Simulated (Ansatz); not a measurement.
# CuAu3: equation of state with LDA

The system is CuAu3.

```
CELL_PARAMETERS angstrom
3.98000 0.00000 0.00000
0.00000 3.98000 0.00000
0.00000 0.00000 3.98000
ATOMIC_POSITIONS crystal
Au 0.50000 0.50000 0.00000
Au 0.50000 0.00000 0.50000
Au 0.00000 0.50000 0.50000
Cu 0.00000 0.00000 0.00000
```

```
Program             : Ansatz 0.2.0
Task                : equation of state
Functional          : LDA
Potentials or basis : all-electron LAPW, scalar-relativistic
Basis error allowed : 0.002 eV/atom
k mesh              : 7 × 7 × 7
Occupations         : fermi-dirac, width 0.05 eV
Spin                : no spin polarisation
```

```yaml
Equilibrium_volume: 15.24 Å³/atom
Bulk_modulus: 195 GPa
Pressure_derivative_of_the_bulk_modulus: 5.7
```

Energy against volume, from the lowest point:
```tsv
volume (Å³/atom)	energy (meV/atom)
14.816	7.18
15.131	0.00
15.446	1.12
15.761	9.49
16.076	24.17
16.392	44.33
16.707	69.21
```

All runs of the series together: 3 min on 2 threads of Arm Neoverse V1, on a shared host.

Spin-orbit coupling is left out, which matters for the levels of Au. LDA usually gives volumes a few per cent too small.
